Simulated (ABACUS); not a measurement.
# Bi in ABACUS: the effect of strain along c

The system is Bi.

```
Bi
1.0
    -1.94180    2.02106    1.94180
     2.02106   -1.94180    1.94180
     1.86254    1.86254   -1.86254
Bi
1
Cartesian
  0.0000 0.0000 0.0000
```

The cell isn't the ideal one: cell strained by -0.06 along c.

Alike in all runs:

| Item | Value |
| --- | --- |
| Program | ABACUS 3.10.1 |
| Task | single point |
| Functional | PBE |
| Potentials or basis | PseudoDojo NC SR 0.4.1 PBE standard |
| Cutoff | 1361 eV |
| Density cutoff | 5442 eV |
| Basis | DZP LCAO (the cutoffs set its grid) |
| k mesh | 6 × 6 × 6 |
| Occupations | fermi-dirac, width 0.05 eV |
| Spin | no spin polarisation |
| Radial cutoff of the potentials (pseudo_rcut) | 7 bohr |
| Orbital files | Bi Bi_confined-atom_8au_2s2p2d.orb |
| SCF threshold on the density | 1e-07 |
| Max SCF steps | 100 |
| Eigensolver | genelpa |
| Mixing | broyden |

```tsv
strain along c	pressure (GPa)
-0.06	?
-0.03	4.9
0	2.9
0.03	1.0
0.06	-0.5
```

What does the run with strain along c -0.06 give?

Pressure 7.4 GPa.

Worked out: A parabola through the other rows of the pressure, of slope -81.2 GPa per unit of strain along c there, extrapolates to 7.2 GPa, against the run's 7.4.

Caveats: all runs use coarse meshes; the atomic orbitals were generated for these runs and aren't a published set; the basis of atomic orbitals isn't converged, which shifts pressures, moduli and gaps.
